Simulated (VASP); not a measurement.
# C: binding between layers, by functional

C, P6_3/mmc (no. 194), 4 atoms in the cell.

| Functional | Binding energy, rigid layers (meV/Å²) | Best gap between layers (Å) | Time (s) |
|---|---|---|---|
| vdW-DF2 | 20.1 | 3.51 | 247 |
| r2SCAN+rVV10 | 23.0 | 3.32 | 603 |

## Input of the first row

INCAR:
```
SYSTEM = C
PREC     = Accurate       ! precision mode
ENCUT    = 520            ! plane-wave cutoff, eV
EDIFF    = 1E-6           ! SCF threshold, eV
ISMEAR   = 0              ! smearing method
SIGMA    = 0.02           ! smearing width, eV
LREAL    = .False.        ! projectors in reciprocal space
LASPH    = .True.         ! aspherical terms in the spheres
GGA_COMPAT= .False.      
ALGO     = Normal         ! electronic algorithm
NELM     = 150            ! most SCF steps
ISIF     = 2              ! what is computed and relaxed
LWAVE    = .False.        ! write WAVECAR
LCHARG   = .False.        ! write CHGCAR
GGA      = ML             ! functional
LUSE_VDW = .True.       
AGGAC    = 0.0          
ZAB_VDW  = -1.8867      
KPAR     = 4             
```

KPOINTS.step1:
```
k-points
0
Gamma
  8 8 4
```

KPOINTS.step3:
```
k-points
0
Gamma
  8 8 3
```

KPOINTS.step8:
```
k-points
0
Gamma
  8 8 2
```

KPOINTS.step9:
```
k-points
0
Gamma
  8 8 1
```

POSCAR.step1:
```
C
1.0
    2.4610000000      0.0000000000      0.0000000000
   -1.2305000000      2.1312885187      0.0000000000
    0.0000000000      0.0000000000      6.1080000000
C
4
Direct
    0.0000000000      0.0000000000      0.2745579570
    0.0000000000      0.0000000000      0.7745579570
    0.3333333330      0.6666666670      0.2745579570
    0.6666666670      0.3333333330      0.7745579570
```

POSCAR.step2:
```
C
1.0
    2.4610000000      0.0000000000      0.0000000000
   -1.2305000000      2.1312885187      0.0000000000
    0.0000000000      0.0000000000      6.4080000000
C
4
Direct
    0.0000000000      0.0000000000      0.2617041200
    0.0000000000      0.0000000000      0.7617041200
    0.3333333330      0.6666666670      0.2617041200
    0.6666666670      0.3333333330      0.7617041200
```

POSCAR.step3:
```
C
1.0
    2.4610000000      0.0000000000      0.0000000000
   -1.2305000000      2.1312885187      0.0000000000
    0.0000000000      0.0000000000      6.7080000000
C
4
Direct
    0.0000000000      0.0000000000      0.2500000000
    0.0000000000      0.0000000000      0.7500000000
    0.3333333330      0.6666666670      0.2500000000
    0.6666666670      0.3333333330      0.7500000000
```

POSCAR.step4:
```
C
1.0
    2.4610000000      0.0000000000      0.0000000000
   -1.2305000000      2.1312885187      0.0000000000
    0.0000000000      0.0000000000      7.0080000000
C
4
Direct
    0.0000000000      0.0000000000      0.2392979450
    0.0000000000      0.0000000000      0.7392979450
    0.3333333330      0.6666666670      0.2392979450
    0.6666666670      0.3333333330      0.7392979450
```

POSCAR.step5:
```
C
1.0
    2.4610000000      0.0000000000      0.0000000000
   -1.2305000000      2.1312885187      0.0000000000
    0.0000000000      0.0000000000      7.3080000000
C
4
Direct
    0.0000000000      0.0000000000      0.2294745480
    0.0000000000      0.0000000000      0.7294745480
    0.3333333330      0.6666666670      0.2294745480
    0.6666666670      0.3333333330      0.7294745480
```

POSCAR.step6:
```
C
1.0
    2.4610000000      0.0000000000      0.0000000000
   -1.2305000000      2.1312885187      0.0000000000
    0.0000000000      0.0000000000      7.9080000000
C
4
Direct
    0.0000000000      0.0000000000      0.2120637330
    0.0000000000      0.0000000000      0.7120637330
    0.3333333330      0.6666666670      0.2120637330
    0.6666666670      0.3333333330      0.7120637330
```

POSCAR.step7:
```
C
1.0
    2.4610000000      0.0000000000      0.0000000000
   -1.2305000000      2.1312885187      0.0000000000
    0.0000000000      0.0000000000      9.1080000000
C
4
Direct
    0.0000000000      0.0000000000      0.1841238470
    0.0000000000      0.0000000000      0.6841238470
    0.3333333330      0.6666666670      0.1841238470
    0.6666666670      0.3333333330      0.6841238470
```

POSCAR.step8:
```
C
1.0
    2.4610000000      0.0000000000      0.0000000000
   -1.2305000000      2.1312885187      0.0000000000
    0.0000000000      0.0000000000     12.7080000000
C
4
Direct
    0.0000000000      0.0000000000      0.1319641170
    0.0000000000      0.0000000000      0.6319641170
    0.3333333330      0.6666666670      0.1319641170
    0.6666666670      0.3333333330      0.6319641170
```

POSCAR.step9:
```
C
1.0
    2.4610000000      0.0000000000      0.0000000000
   -1.2305000000      2.1312885187      0.0000000000
    0.0000000000      0.0000000000     22.7080000000
C
4
Direct
    0.0000000000      0.0000000000      0.0738506250
    0.0000000000      0.0000000000      0.5738506250
    0.3333333330      0.6666666670      0.0738506250
    0.6666666670      0.3333333330      0.5738506250
```

Commands (each step's output is kept before the next begins):
```
cat potpaw_PBE.64/C/POTCAR > POTCAR
cp KPOINTS.step1 KPOINTS
cp POSCAR.step1 POSCAR
mpirun -np 4 vasp_std > vasp.out
rm WAVECAR CHG
cp POSCAR.step2 POSCAR
mpirun -np 4 vasp_std > vasp.out
rm WAVECAR CHG
cp KPOINTS.step3 KPOINTS
cp POSCAR.step3 POSCAR
mpirun -np 4 vasp_std > vasp.out
rm WAVECAR CHG
cp POSCAR.step4 POSCAR
mpirun -np 4 vasp_std > vasp.out
rm WAVECAR CHG
cp POSCAR.step5 POSCAR
mpirun -np 4 vasp_std > vasp.out
rm WAVECAR CHG
cp POSCAR.step6 POSCAR
mpirun -np 4 vasp_std > vasp.out
rm WAVECAR CHG
cp POSCAR.step7 POSCAR
mpirun -np 4 vasp_std > vasp.out
rm WAVECAR CHG
cp KPOINTS.step8 KPOINTS
cp POSCAR.step8 POSCAR
mpirun -np 4 vasp_std > vasp.out
rm WAVECAR CHG
cp KPOINTS.step9 KPOINTS
cp POSCAR.step9 POSCAR
mpirun -np 4 vasp_std > vasp.out
```

Changes of the last row against the first:
```
(all steps)
- GGA = ML
- AGGAC = 0.0
- ZAB_VDW = -1.8867
+ METAGGA = R2SCAN
+ BPARAM = 11.95
+ LMIXTAU = True
```

VASP 6.6.1 took 247 s on 4 cores (Intel Xeon 6975P-C (Granite Rapids)), a shared host.
